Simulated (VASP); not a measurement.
Input of a VASP 6.6.1 run:

File INCAR:

```
SYSTEM = WS2
PREC     = Accurate       ! precision mode
ENCUT    = 520            ! plane-wave cutoff, eV
EDIFF    = 1E-6           ! SCF threshold, eV
ISMEAR   = 0              ! smearing method
SIGMA    = 0.03           ! smearing width, eV
LREAL    = .FALSE.        ! projectors in reciprocal space
LASPH    = .TRUE.         ! aspherical terms in the spheres
NELM     = 80             ! most SCF steps
ALGO     = Normal         ! electronic algorithm
ISIF     = 2              ! what is computed and relaxed
LWAVE    = .FALSE.        ! write WAVECAR
LCHARG   = .FALSE.        ! write CHGCAR
LMAXMIX  = 4              ! l up to which the mixer works
LDIPOL   = .TRUE.       
IDIPOL   = 3            
DIPOL    = 0.5 0.5 0.500
GGA      = PE             ! functional
IVDW     = 12             ! dispersion correction
NBANDS   = 35             ! bands
LVHAR    = .TRUE.       
LVACPOTAV= .TRUE.       
KPAR     = 4
```

Contents of KPOINTS:

```
Automatic mesh
0
G
  12 12 1
  0 0 0
```

Contents of POSCAR:

```
WS2                                     
1.0
    3.1569157884      0.0000000000      0.0000000000
   -1.5784578942      2.7339692664      0.0000000000
    0.0000000000      0.0000000000     27.3750000000
  S               W             
     4     2
Direct
     0.3333333300000021    0.6666666699999979    0.3313428950304503
     0.3333333300000021    0.6666666699999979    0.4464617930475996
     0.6666666699999979    0.3333333300000021    0.5535382069524003
     0.6666666699999979    0.3333333300000021    0.6686571049695498
     0.6666666699999979    0.3333333300000021    0.3889361787058061
     0.3333333300000021    0.6666666699999979    0.6110638212941938
```

The input KPOINTS_OPT:

```
explicit points
67
Reciprocal
 0.0000000000  0.0000000000  0.0000000000 1
 0.0357142900  0.0000000000  0.0000000000 1
 0.0714285700  0.0000000000  0.0000000000 1
 0.1071428600  0.0000000000  0.0000000000 1
 0.1428571400  0.0000000000  0.0000000000 1
 0.1785714300  0.0000000000  0.0000000000 1
 0.2142857100  0.0000000000  0.0000000000 1
 0.2500000000  0.0000000000  0.0000000000 1
 0.2857142900  0.0000000000  0.0000000000 1
 0.3214285700  0.0000000000  0.0000000000 1
 0.3571428600  0.0000000000  0.0000000000 1
 0.3928571400  0.0000000000  0.0000000000 1
 0.4285714300  0.0000000000  0.0000000000 1
 0.4642857100  0.0000000000  0.0000000000 1
 0.5000000000  0.0000000000  0.0000000000 1
 0.4791666700  0.0416666700  0.0000000000 1
 0.4583333300  0.0833333300  0.0000000000 1
 0.4375000000  0.1250000000  0.0000000000 1
 0.4166666700  0.1666666700  0.0000000000 1
 0.3958333300  0.2083333300  0.0000000000 1
 0.3750000000  0.2500000000  0.0000000000 1
 0.3541666700  0.2916666700  0.0000000000 1
 0.3333333300  0.3333333300  0.0000000000 1
 0.3137254900  0.3137254900  0.0000000000 1
 0.2941176500  0.2941176500  0.0000000000 1
 0.2745098000  0.2745098000  0.0000000000 1
 0.2549019600  0.2549019600  0.0000000000 1
 0.2352941200  0.2352941200  0.0000000000 1
 0.2156862700  0.2156862700  0.0000000000 1
 0.1960784300  0.1960784300  0.0000000000 1
 0.1764705900  0.1764705900  0.0000000000 1
 0.1568627500  0.1568627500  0.0000000000 1
 0.1372549000  0.1372549000  0.0000000000 1
 0.1176470600  0.1176470600  0.0000000000 1
 0.0980392200  0.0980392200  0.0000000000 1
 0.0784313700  0.0784313700  0.0000000000 1
 0.0588235300  0.0588235300  0.0000000000 1
 0.0392156900  0.0392156900  0.0000000000 1
 0.0196078400  0.0196078400  0.0000000000 1
 0.0000000000  0.0000000000  0.0000000000 1
 0.0000000000  0.0000000000  0.0000000000 1
 0.0060733500 -0.0030366800  0.0000000000 1
-0.0060733500  0.0030366800  0.0000000000 1
 0.0177139500 -0.0088569700  0.0000000000 1
-0.0177139500  0.0088569700  0.0000000000 1
 0.0000000000  0.0052596800  0.0000000000 1
-0.0000000000 -0.0052596800  0.0000000000 1
 0.0000000000  0.0153407300  0.0000000000 1
-0.0000000000 -0.0153407300  0.0000000000 1
 0.5000000000  0.0000000000  0.0000000000 1
 0.5060733500 -0.0030366800  0.0000000000 1
 0.4939266500  0.0030366800  0.0000000000 1
 0.5177139500 -0.0088569700  0.0000000000 1
 0.4822860500  0.0088569700  0.0000000000 1
 0.5000000000  0.0052596800  0.0000000000 1
 0.5000000000 -0.0052596800  0.0000000000 1
 0.5000000000  0.0153407300  0.0000000000 1
 0.5000000000 -0.0153407300  0.0000000000 1
 0.3333333300  0.3333333300  0.0000000000 1
 0.3394066800  0.3302966500  0.0000000000 1
 0.3272599800  0.3363700100  0.0000000000 1
 0.3510472800  0.3244763600  0.0000000000 1
 0.3156193800  0.3421903000  0.0000000000 1
 0.3333333300  0.3385930100  0.0000000000 1
 0.3333333300  0.3280736500  0.0000000000 1
 0.3333333300  0.3486740600  0.0000000000 1
 0.3333333300  0.3179926000  0.0000000000 1
```

Potentials or basis: VASP PAW PBE potentials, release 64 (S, W_sv).

The run is started by

```console
$ cat potpaw_PBE.64/S/POTCAR potpaw_PBE.64/W_sv/POTCAR > POTCAR
$ mpirun -np 4 vasp_std > vasp.out
```

Estimate the band gap along the path.

1.37 eV, indirect (least direct gap 1.88 eV).

Estimate the ionisation potential of the upper face.

5.25 eV.

Predict the band gap on the k mesh.

1.37 eV, indirect (least direct gap 1.88 eV).

Estimate the dispersion energy per atom.

-0.370 eV.

Forces on the atoms (eV/Å):
```
S    0.000  0.000  0.000
S    0.000  0.000 -0.002
S    0.000  0.000  0.002
S    0.000  0.000  0.000
W    0.000  0.000 -0.002
W    0.000  0.000  0.002
```

Caveat: spin-orbit coupling is left out, which moves the levels of the heavy elements. Expect the measured gap to be larger: semilocal functionals such as PBE lack the derivative discontinuity.
